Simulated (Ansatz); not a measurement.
# Sb (P6_3/mmc) in Ansatz: further runs

One crystal, Sb, is run at these levels: BLYP+D3(BJ), BLYP+D4; tasks: relaxation of cell and atoms.

Everything below comes from runs of Ansatz 0.2.0. Logs are shortened: lines on timing, memory, paths and dates and some standing lists are left out, and cuts for length are marked.

**1. Starting point**

It takes space group P6_3/mmc (No. 194, hexagonal). The conventional cell has a = 3.355 Å, b = 3.355 Å, c = 5.470 Å, α = 90.00°, β = 90.00°, γ = 120.00°. Sb (site symmetry -6m2) is surrounded by 12 Sb at 3.35 Å.

This isn't the form of Sb at room conditions, which is rhombohedral.

**2. Relaxation of cell and atoms, BLYP+D3(BJ)**

input.yaml

```yaml
crystal:
  lattice:
    - [3.3545324186, 0.0, 0.0]
    - [-1.6772662093, 2.9051102923, 0.0]
    - [0.0, 0.0, 5.47016065]
  atoms:
    - { symbol: Sb, position: [0.6666666667, 0.3333333333, 0.75] }
    - { symbol: Sb, position: [0.3333333333, 0.6666666667, 0.25] }
hamiltonian:
  xc: blyp
  pseudopotentials: { kind: paw }
  dispersion: d3bj
kpoints:
  mp_grid: { grid: [9, 9, 5] }
scf:
  occupations: { method: fermi_dirac, width: 0.05 }
output:
  forces: true
  stress: true
  eigenvalues: true
relax:
  f_tol: 0.01
  max_steps: 40
  cell: { stress_tol: 0.05 }
```

Potentials or basis: Ansatz PAW.

Launch:

```
> ansatz run input.yaml --threads 2 --pin off --max-ram 5632MiB --backend cpu --events-out ev --progress --plain --runs-dir out
```

Output:

```text
Warning: RAYON_NUM_THREADS=2 ignored (pool sized by the plan → 2); use --threads N
Engine: ansatz 0.2.0, aarch64-unknown-linux-gnu
Pseudopotentials: kind: paw
Pseudopotential: Sb, paw, valence charge 15, recommended cutoff 420 eV (normal), Sb.paw.azcp
Functional definition: BLYP
  parameter beta = 0.0042
  parameter a = 0.04918
  parameter b = 0.132
  parameter c = 0.2533
  parameter d = 0.349
  exchange = b88_x(beta = beta)
  correlation = lyp_c(a = a, b = b, c = c, d = d)
Crystal: 2 atoms, lattice volume = 53.308 Å³
Basis set: ecut = 420 eV, 1087 PW (Γ), exchange–correlation on 48×48×80 points (8 copies of the dense FFT grid, shifted against one another)
Bands: 19, of which v1, the nominal top of the filled ones, is band 15 counted from 1 (14 counted from 0)
Symmetry: 24 space group operations
Space group: P63/mmc (ITA 194), of the structure as read, at distance tolerance 3.8e-5 Å
k-points: 36 of 405
Non-local potential: Sb, projectors of the file, l = 0: 2, l = 1: 2, l = 2: 2, l = 3: 2
PAW form: soft (Blöchl's): semilocal exchange-correlation on the pseudo side does not see the compensation charge
PAW frozen core: Sb, regenerated for the run's functional, and the local potential with it (the file was generated under x = pbe(κ = 0.804, μ = 0.2195149727645171), c = pbe(β = 0.06672455060314922))
PAW one-centre angular grid: Sb, 590 points (default); XC on 64 Gauss nodes
Initial density: superposition of atomic densities (neutral atoms: chi_scale 0, normalization atom), corrected by the library's trained network
Initial wavefunctions: pseudopotential atomic-orbital guess
Functional: x = b88, c = lyp
SCF iter   1: F=—  HF=-13003.909053 eV  |F-HF|=—  |Δ(HF+E_count)|=         —  Δρ=7.16e-3  dr2=2.36e-2  ethr=1.77e-3  ⟨swp⟩=5.9  Hψ=3358  notcnv=0
preconditioner: auto → Kerker (q_TF=auto, 2.479 Å⁻¹)  [metal: Δε(μ)=0.081 eV  Ē_g=8.608 eV  σ=0.050 eV  W_gap=0.38  n_scr=22 (ndim 8)  ℏωp=16.1 eV  f_vac=0.000  D(μ)=1.40/eV (n_scr^D=8)]
SCF iter   2: F=—  HF=-13003.904129 eV  |F-HF|=—  |Δ(HF+E_count)|=   4.92e-3  Δρ=4.89e-3  dr2=1.10e-2  ethr=7.86e-5  ⟨swp⟩=1.6  Hψ=1011  notcnv=0
SCF iter   3: F=—  HF=-13003.902324 eV  |F-HF|=—  |Δ(HF+E_count)|=   1.80e-3  Δρ=1.58e-3  dr2=8.76e-4  ethr=3.66e-5  ⟨swp⟩=2.0  Hψ=1211  notcnv=0
SCF iter   4: F=—  HF=-13003.902061 eV  |F-HF|=—  |Δ(HF+E_count)|=   2.63e-4  Δρ=9.92e-4  dr2=3.42e-4  ethr=2.92e-6  ⟨swp⟩=2.0  Hψ=1204  notcnv=0
SCF iter   5: F=—  HF=-13003.902074 eV  |F-HF|=—  |Δ(HF+E_count)|=   1.31e-5  Δρ=5.35e-4  dr2=7.64e-5  ethr=1.14e-6  ⟨swp⟩=2.0  Hψ=1213  notcnv=0
SCF iter   6: F=—  HF=-13003.902022 eV  |F-HF|=—  |Δ(HF+E_count)|=   5.22e-5  Δρ=1.72e-4  dr2=8.85e-6  ethr=2.55e-7  ⟨swp⟩=2.0  Hψ=1109  notcnv=0
SCF iter   7: F=—  HF=-13003.902016 eV  |F-HF|=—  |Δ(HF+E_count)|=   5.50e-6  Δρ=2.97e-5  dr2=2.42e-7  ethr=2.95e-8  ⟨swp⟩=2.0  Hψ=1212  notcnv=0
SCF iter   8: F=-13003.902016 eV  HF=-13003.902016 eV  |F-HF|=2.91e-11  |Δ(HF+E_count)|=   1.22e-7  Δρ=1.87e-6  dr2=1.90e-9  ethr=3.33e-10  ⟨swp⟩=6.6  Hψ=3220  notcnv=0
SCF 1 converged in 8 iterations: F = -13003.902016 eV  dr2 = 1.90e-9
relax step   1: F+E_penalty+E_count = -13003.90201622 eV  Δ(F+E_penalty+E_count) = +0.000e0 eV  max|allowed force component| = 7.980e-17 eV/Å  Δτ_max = 0.0000 Å  P = +0.054 GPa  Ω = 53.308 Å³  (8 SCF iters, dr2 threshold 1.00e-7 eV, accepted)
Crystal: 2 atoms, lattice volume = 53.377 Å³
Initial density: handed on by an earlier stage of this run
Initial wavefunctions: those handed on with the density
iter 1 solved again at ethr=9.32e-9 eV; its pass at ethr=3.10e-3 eV (dr2=2.80e-6 eV) is discarded
SCF iter   1: F=—  HF=-13003.902277 eV  |F-HF|=—  |Δ(HF+E_count)|=         —  Δρ=7.64e-5  dr2=3.98e-6  ethr=9.32e-9  ⟨swp⟩=3.0  Hψ=4504  notcnv=0
preconditioner: auto → Kerker (q_TF=auto, 2.478 Å⁻¹)  [metal: Δε(μ)=0.029 eV  Ē_g=8.592 eV  σ=0.050 eV  W_gap=0.14  n_scr=22 (ndim 8)  ℏωp=16.1 eV  f_vac=0.000  D(μ)=1.50/eV (n_scr^D=8)]
SCF iter   2: F=—  HF=-13003.902277 eV  |F-HF|=—  |Δ(HF+E_count)|=   3.51e-7  Δρ=5.33e-5  dr2=1.99e-6  ethr=9.32e-9  ⟨swp⟩=1.0  Hψ=685  notcnv=0
SCF iter   3: F=-13003.902277 eV  HF=-13003.902277 eV  |F-HF|=1.54e-8  |Δ(HF+E_count)|=   6.62e-8  Δρ=5.65e-6  dr2=9.42e-9  ethr=2.45e-10  ⟨swp⟩=4.4  Hψ=3174  notcnv=0
SCF 2 converged in 3 iterations: F = -13003.902277 eV  dr2 = 9.42e-9
relax step   2: F+E_penalty+E_count = -13003.90227663 eV  Δ(F+E_penalty+E_count) = -2.604e-4 eV  max|allowed force component| = 2.313e-17 eV/Å  Δτ_max = 0.0000 Å  P = -0.020 GPa  Ω = 53.377 Å³  energy of the carried Pulay correction = -1.781e-5 eV  (3 SCF iters, dr2 threshold 7.35e-8 eV, accepted)
Crystal: 2 atoms, lattice volume = 53.113 Å³
Basis set: ecut = 420 eV, 1073 PW (Γ), exchange–correlation on 48×48×80 points (8 copies of the dense FFT grid, shifted against one another)
iter 1 solved again at ethr=2.60e-6 eV; its pass at ethr=3.10e-3 eV (dr2=7.81e-4 eV) is discarded
SCF iter   1: F=—  HF=-13003.905411 eV  |F-HF|=—  |Δ(HF+E_count)|=         —  Δρ=1.18e-3  dr2=9.78e-4  ethr=2.60e-6  ⟨swp⟩=2.1  Hψ=4693  notcnv=0
[... 62 lines left out ...]
SCF iter   4: F=—  HF=-13003.908011 eV  |F-HF|=—  |Δ(HF+E_count)|=   2.83e-7  Δρ=8.89e-6  dr2=3.52e-8  ethr=1.98e-9  ⟨swp⟩=2.0  Hψ=860  notcnv=0
SCF iter   5: F=—  HF=-13003.908011 eV  |F-HF|=—  |Δ(HF+E_count)|=   4.22e-8  Δρ=2.47e-6  dr2=2.51e-9  ethr=1.17e-10  ⟨swp⟩=2.6  Hψ=1228  notcnv=0
SCF iter   6: F=—  HF=-13003.908011 eV  |F-HF|=—  |Δ(HF+E_count)|=   4.44e-9  Δρ=4.54e-7  dr2=8.78e-11  ethr=8.35e-12  ⟨swp⟩=2.0  Hψ=864  notcnv=0
SCF iter   7: F=-13003.908011 eV  HF=-13003.908011 eV  |F-HF|=7.28e-12  |Δ(HF+E_count)|=  8.37e-11  Δρ=1.23e-7  dr2=1.14e-11  ethr=1.00e-12  ⟨swp⟩=6.0  Hψ=2726  notcnv=0
SCF 8 converged in 7 iterations: F = -13003.908011 eV  dr2 = 1.14e-11
relax step   8: F+E_penalty+E_count = -13003.90801095 eV  Δ(F+E_penalty+E_count) = -9.909e-4 eV  max|allowed force component| = 1.064e-16 eV/Å  Δτ_max = 0.0000 Å  P = +0.007 GPa  Ω = 53.556 Å³  energy of the carried Pulay correction = -7.126e-5 eV  (7 SCF iters, accepted)
Basis set: ecut = 420 eV, 1043 PW (Γ), exchange–correlation on 48×48×72 points (8 copies of the dense FFT grid, shifted against one another)
Initial wavefunctions: pseudopotential atomic-orbital guess (no wavefunctions were taken with the density)
iter 1 solved again at ethr=3.08e-7 eV; its pass at ethr=3.10e-3 eV (dr2=9.24e-5 eV) is discarded
SCF iter   1: F=—  HF=-13003.908030 eV  |F-HF|=—  |Δ(HF+E_count)|=         —  Δρ=6.27e-5  dr2=2.66e-7  ethr=3.08e-7  ⟨swp⟩=2.9  Hψ=5100  notcnv=0
preconditioner: auto → Kerker (q_TF=auto, 2.477 Å⁻¹)  [metal: Δε(μ)=0.094 eV  Ē_g=8.571 eV  σ=0.050 eV  W_gap=0.43  n_scr=22 (ndim 8)  ℏωp=16.0 eV  f_vac=0.000  D(μ)=1.23/eV (n_scr^D=2)]
SCF iter   2: F=—  HF=-13003.908029 eV  |F-HF|=—  |Δ(HF+E_count)|=   1.41e-6  Δρ=3.38e-5  dr2=7.82e-8  ethr=8.87e-10  ⟨swp⟩=2.3  Hψ=1212  notcnv=0
SCF iter   3: F=—  HF=-13003.908029 eV  |F-HF|=—  |Δ(HF+E_count)|=   3.88e-7  Δρ=2.19e-6  dr2=8.04e-10  ethr=2.61e-10  ⟨swp⟩=2.0  Hψ=863  notcnv=0
SCF iter   4: F=—  HF=-13003.908029 eV  |F-HF|=—  |Δ(HF+E_count)|=   1.07e-9  Δρ=5.65e-7  dr2=1.84e-10  ethr=2.68e-12  ⟨swp⟩=2.0  Hψ=1213  notcnv=0
SCF iter   5: F=-13003.908029 eV  HF=-13003.908029 eV  |F-HF|=0.00e0  |Δ(HF+E_count)|=  1.09e-11  Δρ=1.27e-7  dr2=3.88e-12  ethr=1.00e-12  ⟨swp⟩=4.1  Hψ=3065  notcnv=0
SCF 9 converged in 5 iterations: F = -13003.908029 eV  dr2 = 3.88e-12
relax step   9: F+E_penalty+E_count = -13003.90802938 eV  Δ(F+E_penalty+E_count) = -1.843e-5 eV  max|allowed force component| = 1.295e-16 eV/Å  Δτ_max = 0.0000 Å  P = -0.002 GPa  Ω = 53.556 Å³  stress off target by 1.26e-2 GPa  SCF on the basis re-selected at this cell (its energy is not comparable with the rows above)  (5 SCF iters)
basis re-selected at this cell: Δ(F+E_penalty+E_count) = -1.843e-5 eV, ΔP = -0.009 GPa vs the last step (what re-selecting the basis moved, of the pressure what is left beyond the Pulay correction that the steps carried, after the strain that the cell walked since its last selection, with what the two solves' SCF thresholds leave and, on support functions, any second-order correction that the steps lacked; it is no measure of the basis error at this ecutwfc). The dense FFT grid was sized anew with the basis: this SCF ran on 24×24×36 points, the steps before it on 24×24×40, so part of this shift can come from that change (see relax.cell in the input reference). This SCF's stress stands 1.26e-2 GPa from its target on what of the cell is left free (relax.cell.stress_tol is 5.00e-2 GPa) and its largest allowed force component is 1.30e-16 eV/Å (relax.f_tol is 1.00e-2 eV/Å): within both
SCF converged after 5 iterations
Free energy (F): -13003.908029 eV
Harris-Foulkes:  -13003.908029 eV  (|F-HF|=0.00e0)
Internal energy: -13003.897975 eV  (E = F + TS)
E sigma→0 (E₀):  -13003.903002 eV
Entropy (-TS):   -0.010055 eV (-5.027 meV/atom)
Fermi energy:    12.226537 eV
--- Per-component energies (eV) ---
  E_band       = -272.764528
  E_kinetic    = 416.951434
  E_local      = -2864.425557  (includes V_loc(G=0)·N_el)
  E_nonlocal   = 716.191408
  E_hartree    = 1312.799043
  E_xc         = -274.097626
  E_vxc        = -188.363275  (∫ρ·V_xc dr)
  E_paw        = -9184.440051  (= ΣΔE_a)
  E_vpaw       = -978.716513  (= ΣTr[D̂ρ^β])
  E_aug_tail   = -0.000003  (compensation charges beyond the density's cutoff)
  E_ewald      = -3124.255012
  E_disp       = -2.478975  (pairwise vdW)
  E_core_change = -0.142634  (= ΣΔE_core)
  E_smearing   = -0.010055  (= −TS)
  E_closure    = 0.000000  (closes the sum)
  Σ components = -13003.908029   (vs F -13003.908029, Δ=0.00e0)
--- Forces (eV/Å), atoms counted from 1 ---
  atom   1  Sb     0.00000000    -0.00000000     0.00000000
  atom   2  Sb     0.00000000     0.00000000    -0.00000000
  max |Σ_I F_I| component: 1.39e-17 eV/Å
--- Stress (GPa, compression-positive) ---
        0.003381       0.000000       0.000000
        0.000000       0.003381      -0.000000
        0.000000      -0.000000      -0.012610
  P = ⅓ Tr σ = -0.0019 GPa (-0.019 kbar)
--- Band table (eV; the first three rows and the last of 36) ---
  k-point 0: bands = ["-17.0953", "-17.0946", "-17.0946", "-17.0887", "-17.0696", "-17.0696", "-17.0642", "-17.0642", "-17.0172", "-17.0172", "-0.7975", "3.7928", "6.6679", "14.6576", "14.6576", "16.6403", "16.6403", "18.4999", "19.1298"]
  k-point 1: bands = ["-17.0968", "-17.0968", "-17.0945", "-17.0890", "-17.0706", "-17.0706", "-17.0594", "-17.0594", "-17.0188", "-17.0188", "-0.5690", "2.7041", "8.1904", "14.8352", "14.8352", "16.4643", "16.4643", "17.0162", "19.3218"]
  k-point 2: bands = ["-17.0943", "-17.0943", "-17.0924", "-17.0903", "-17.0837", "-17.0837", "-17.0413", "-17.0413", "-17.0263", "-17.0263", "0.1136", "1.2337", "10.9330", "14.0410", "15.3222", "15.3222", "15.9579", "15.9579", "19.9112"]
  k-point 35: bands = ["-17.1099", "-17.1099", "-17.0919", "-17.0534", "-17.0416", "-17.0416", "-17.0406", "-17.0350", "-17.0202", "-17.0202", "3.8829", "3.8829", "7.9249", "7.9249", "8.6369", "9.7336", "15.5022", "15.5022", "20.0652"]
--- Relaxed structure (8 steps of the walk, 5 accepted, 1 SCFs on fresh bases) ---
  F+E_penalty+E_count = -13003.90802938 eV   max|allowed force component| = 1.295e-16 eV/Å   (the final SCF, on the basis selected at the relaxed cell)
  cell:  # Å, volume = 53.5556 Å³
    - [3.463472040975156, 0.0, 0.0]
    - [-1.731736020487578, 2.999454772781623, 0.0]
    - [0.0, 0.0, 5.15526006010371]
  atoms:
    - { symbol: Sb, position: [0.6666666666666666, 0.3333333333333333, 0.75] }
    - { symbol: Sb, position: [0.3333333333333333, 0.6666666666666666, 0.25000000000000006] }
```

Wall time 7.8 s (2 threads of Arm Neoverse V2, shared host); peak memory 0.34 GiB.

Results:

* Free energy: -13003.9080 eV
* Relaxed volume: 26.78 Å³/atom
* Relaxed cell: a = 3.463 Å, b = 3.463 Å, c = 5.155 Å, α = 90.00°, β = 90.00°, γ = 120.00°
* Space group after relaxing (to 0.05 Å): P6_3/mmc (No. 194)
* Energy gained by relaxing: 3.0 meV/atom
* Ionic steps: 6
* Pressure after relaxing: 0.0 GPa
* Band gap on the k mesh: none (metal or under the smearing width)

Step by step:
```tsv
step	energy change (eV)	largest force (eV/Å)	volume (Å³)
1	0.0000	0.0000	53.31
2	-0.0003	0.0000	53.38
3	-0.0034	0.0000	53.11
4	-0.0050	0.0000	53.49
5	-0.0060	0.0000	53.56
6	-0.0060	0.0000	53.56
```

Final structure:
```
CELL_PARAMETERS angstrom
3.46347 0.00000 0.00000
-1.73174 2.99945 0.00000
0.00000 0.00000 5.15526
ATOMIC_POSITIONS crystal
Sb 0.66667 0.33333 0.75000
Sb 0.33333 0.66667 0.25000
```

Levels at points of the mesh, in eV from the Fermi level:
```csv
k point,band 11,band 12,band 13,band 14,band 15,band 16,band 17,band 18,band 19
"(0.00, 0.00, 0.00)",-13.02,-8.43,-5.56,2.43,2.43,4.41,4.41,6.27,6.90
```

Caveat: the plane-wave basis is chosen anew once the cell has moved, so the energies of steps on either side of that aren't comparable; pairwise dispersion overbinds metals, which lowers pressure and volume; the PAW data sets come from PBE, with cores solved anew for the run's functional, which leaves a small shift of forces and pressure.

**3. Relaxation of cell and atoms, BLYP+D4**

input.yaml, as its differences from that of step 2:

```diff
@@ -11,3 +11,3 @@
   pseudopotentials: { kind: paw }
-  dispersion: d3bj
+  dispersion: d4
 kpoints:
```

Potentials or basis: Ansatz PAW.

Launch:

```
> ansatz run input.yaml --threads 2 --pin off --max-ram 5632MiB --backend cpu --events-out ev --progress --plain --runs-dir out
```

Output:

```text
Warning: RAYON_NUM_THREADS=2 ignored (pool sized by the plan → 2); use --threads N
[... 11 set-up lines as earlier in the session ...]
Crystal: 2 atoms, lattice volume = 53.308 Å³
Basis set: ecut = 420 eV, 1087 PW (Γ), exchange–correlation on 48×48×80 points (8 copies of the dense FFT grid, shifted against one another)
Bands: 19, of which v1, the nominal top of the filled ones, is band 15 counted from 1 (14 counted from 0)
[... 2 set-up lines as earlier in the session ...]
k-points: 36 of 405
[... 7 set-up lines as earlier in the session ...]
SCF iter   1: F=—  HF=-13003.573491 eV  |F-HF|=—  |Δ(HF+E_count)|=         —  Δρ=7.16e-3  dr2=2.36e-2  ethr=1.77e-3  ⟨swp⟩=5.9  Hψ=3358  notcnv=0
preconditioner: auto → Kerker (q_TF=auto, 2.479 Å⁻¹)  [metal: Δε(μ)=0.081 eV  Ē_g=8.608 eV  σ=0.050 eV  W_gap=0.38  n_scr=22 (ndim 8)  ℏωp=16.1 eV  f_vac=0.000  D(μ)=1.40/eV (n_scr^D=8)]
SCF iter   2: F=—  HF=-13003.568567 eV  |F-HF|=—  |Δ(HF+E_count)|=   4.92e-3  Δρ=4.89e-3  dr2=1.10e-2  ethr=7.86e-5  ⟨swp⟩=1.6  Hψ=1011  notcnv=0
SCF iter   3: F=—  HF=-13003.566762 eV  |F-HF|=—  |Δ(HF+E_count)|=   1.80e-3  Δρ=1.58e-3  dr2=8.76e-4  ethr=3.66e-5  ⟨swp⟩=2.0  Hψ=1211  notcnv=0
SCF iter   4: F=—  HF=-13003.566498 eV  |F-HF|=—  |Δ(HF+E_count)|=   2.63e-4  Δρ=9.92e-4  dr2=3.42e-4  ethr=2.92e-6  ⟨swp⟩=2.0  Hψ=1204  notcnv=0
[... 104 lines left out ...]
SCF converged after 5 iterations
Free energy (F): -13003.578423 eV
Harris-Foulkes:  -13003.578423 eV  (|F-HF|=9.09e-12)
Internal energy: -13003.567773 eV  (E = F + TS)
E sigma→0 (E₀):  -13003.573098 eV
Entropy (-TS):   -0.010650 eV (-5.325 meV/atom)
Fermi energy:    11.892080 eV
--- Per-component energies (eV) ---
  E_band       = -281.953601
  E_kinetic    = 416.309050
  E_local      = -2897.756136  (includes V_loc(G=0)·N_el)
  E_nonlocal   = 716.063067
  E_hartree    = 1325.004081
  E_xc         = -273.818899
  E_vxc        = -187.973842  (∫ρ·V_xc dr)
  E_paw        = -9184.360039  (= ΣΔE_a)
  E_vpaw       = -978.603828  (= ΣTr[D̂ρ^β])
  E_aug_tail   = -0.000003  (compensation charges beyond the density's cutoff)
  E_ewald      = -3102.761103
  E_disp       = -2.105158  (pairwise vdW)
  E_core_change = -0.142634  (= ΣΔE_core)
  E_smearing   = -0.010650  (= −TS)
  E_closure    = 0.000000  (closes the sum)
  Σ components = -13003.578423   (vs F -13003.578423, Δ=0.00e0)
--- Forces (eV/Å), atoms counted from 1 ---
  atom   1  Sb    -0.00000000     0.00000000     0.00000000
  atom   2  Sb    -0.00000000     0.00000000     0.00000000
  max |Σ_I F_I| component: 4.16e-17 eV/Å
--- Stress (GPa, compression-positive) ---
       -0.018627      -0.000000       0.000000
       -0.000000      -0.018627      -0.000000
        0.000000      -0.000000      -0.008069
  P = ⅓ Tr σ = -0.0151 GPa (-0.151 kbar)
--- Band table (eV; the first three rows and the last of 36) ---
  k-point 0: bands = ["-17.4138", "-17.4138", "-17.4135", "-17.4067", "-17.3875", "-17.3875", "-17.3826", "-17.3826", "-17.3402", "-17.3402", "-0.9736", "3.5272", "6.4708", "14.2058", "14.2058", "16.1606", "16.1606", "18.0185", "18.6592"]
  k-point 1: bands = ["-17.4154", "-17.4154", "-17.4126", "-17.4071", "-17.3889", "-17.3889", "-17.3785", "-17.3785", "-17.3414", "-17.3414", "-0.7478", "2.4742", "7.9504", "14.3807", "14.3807", "15.9857", "15.9857", "16.5902", "18.8557"]
  k-point 2: bands = ["-17.4123", "-17.4123", "-17.4105", "-17.4084", "-17.4019", "-17.4019", "-17.3619", "-17.3619", "-17.3481", "-17.3481", "-0.0737", "1.0308", "10.6432", "13.6924", "14.8599", "14.8599", "15.4856", "15.4856", "19.4587"]
  k-point 35: bands = ["-17.4273", "-17.4273", "-17.4104", "-17.3741", "-17.3622", "-17.3622", "-17.3610", "-17.3557", "-17.3434", "-17.3434", "3.5463", "3.5463", "7.6767", "7.6767", "8.3963", "9.4822", "15.1304", "15.1304", "19.7510"]
--- Relaxed structure (10 steps of the walk, 10 accepted, 1 SCFs on fresh bases) ---
  F+E_penalty+E_count = -13003.57842339 eV   max|allowed force component| = 2.313e-18 eV/Å   (the final SCF, on the basis selected at the relaxed cell)
  cell:  # Å, volume = 54.6576 Å³
    - [3.4928841187724675, 7.15258461329569e-35, 0.0]
    - [-1.7464420593862338, 3.0249263793321797, 0.0]
    - [0.0, 0.0, 5.173107706576701]
  atoms:
    - { symbol: Sb, position: [0.6666666666666666, 0.33333333333333337, 0.75] }
    - { symbol: Sb, position: [0.33333333333333337, 0.6666666666666667, 0.25] }
```

Wall time 8.6 s (2 threads of Arm Neoverse V2, shared host); peak memory 0.34 GiB.

Results:

```
Free energy                            : -13003.5784 eV
Relaxed volume                         : 27.33 Å³/atom
Relaxed cell                           : a = 3.493 Å, b = 3.493 Å, c = 5.173 Å, α = 90.00°, β = 90.00°, γ = 120.00°
Space group after relaxing (to 0.05 Å) : P6_3/mmc (No. 194)
Energy gained by relaxing              : 6.0 meV/atom
Ionic steps                            : 11
Pressure after relaxing                : 0.0 GPa
Band gap on the k mesh                 : none (metal or under the smearing width)
```

The path:
| step | energy change (eV) | largest force (eV/Å) | volume (Å³) |
| --- | --- | --- | --- |
| 1 | 0.0000 | 0.0000 | 53.31 |
| 2 | -0.0034 | 0.0000 | 54.91 |
| 3 | -0.0044 | 0.0000 | 54.46 |
| 4 | -0.0047 | 0.0000 | 54.38 |
| 5 | -0.0059 | 0.0000 | 54.12 |
| 6 | -0.0079 | 0.0000 | 53.75 |
| 7 | -0.0102 | 0.0000 | 54.75 |
| 8 | -0.0117 | 0.0000 | 54.70 |
| 9 | -0.0117 | 0.0000 | 54.66 |
| 10 | -0.0117 | 0.0000 | 54.66 |
| 11 | -0.0120 | 0.0000 | 54.66 |

Final structure:
```
Sb
1.0
     3.49288    0.00000    0.00000
    -1.74644    3.02493    0.00000
     0.00000    0.00000    5.17311
Sb
2
Direct
  0.66667 0.33333 0.75000
  0.33333 0.66667 0.25000
```

Levels at points of the mesh, in eV from the Fermi level:
| k point | band 11 | band 12 | band 13 | band 14 | band 15 | band 16 | band 17 | band 18 | band 19 |
| --- | --- | --- | --- | --- | --- | --- | --- | --- | --- |
| (0.00, 0.00, 0.00) | -12.87 | -8.36 | -5.42 | 2.31 | 2.31 | 4.27 | 4.27 | 6.13 | 6.77 |

Caveat: the plane-wave basis is chosen anew once the cell has moved, so the energies of steps on either side of that aren't comparable; pairwise dispersion overbinds metals, which lowers pressure and volume; the PAW data sets come from PBE, with cores solved anew for the run's functional, which leaves a small shift of forces and pressure. The run has no spin-orbit coupling, so splittings on Sb are missing.
